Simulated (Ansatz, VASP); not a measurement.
**GaP in VASP and in Ansatz**

Contents of INCAR:

```
SYSTEM = GaP
ALGO     = Normal         ! electronic algorithm
EDIFF    = 1E-6           ! SCF threshold, eV
ENCUT    = 520            ! plane-wave cutoff, eV
ISIF     = 2              ! what is computed and relaxed
ISMEAR   = -1             ! smearing method
LASPH    = .TRUE.         ! aspherical terms in the spheres
LCHARG   = .TRUE.         ! write CHGCAR
LELF     = .TRUE.         ! ELF
LREAL    = .FALSE.        ! projectors in reciprocal space
LVHAR    = .TRUE.       
LWAVE    = .FALSE.        ! write WAVECAR
NBANDS   = 16             ! bands
NELM     = 80             ! most SCF steps
PREC     = Accurate       ! precision mode
SIGMA    = 0.05           ! smearing width, eV
```

The input KPOINTS:

```
k-points
0
G
  10 10 10
  0 0 0
```

Contents of POSCAR:

```
GaP
1.0
    0.0000000000      2.7069591804      2.7069591804
    2.7069591804      0.0000000000      2.7069591804
    2.7069591804      2.7069591804      0.0000000000
Ga P
1 1
Direct
    0.0000000000      0.0000000000      0.0000000000
    0.7500000000      0.7500000000      0.7500000000
```

Input for Ansatz:

```yaml
crystal:
  lattice:
    - [0.0, 2.7069591804, 2.7069591804]
    - [2.7069591804, 0.0, 2.7069591804]
    - [2.7069591804, 2.7069591804, 0.0]
  atoms:
    - { symbol: Ga, position: [0.0, 0.0, 0.0] }
    - { symbol: P, position: [0.75, 0.75, 0.75] }
kpoints:
  mp_grid: { grid: [10, 10, 10] }
scf:
  occupations: { method: fermi_dirac, width: 0.05 }
hamiltonian:
  xc: lda
  pseudopotentials: { kind: all_electron, lapw: { basis_error: 0.0005 } }
output:
  forces: true
  stress: true
  eigenvalues: true
```

Change from the starting cell: volume scaled by 0.98.

Alike in both runs: task single point; functional LDA; k mesh 10 × 10 × 10; occupations fermi-dirac, width 0.05 eV; no spin polarisation.

```csv
,VASP,Ansatz
version,VASP 6.6.1,Ansatz 0.2.0
potentials or method,"VASP PAW LDA potentials, release 64 (Ga_d, P)","all-electron LAPW, scalar-relativistic"
plane-wave cutoff (eV),520,see its input
```

VASP gave:

| Item | Value |
| --- | --- |
| pressure (GPa) | -1.0 |

Which values does Ansatz return?

Pressure (GPa): -1.1.

Ansatz ran all-electron here, so the differences hold the error of VASP's frozen core and of both bases.

A k mesh can miss the band edges.
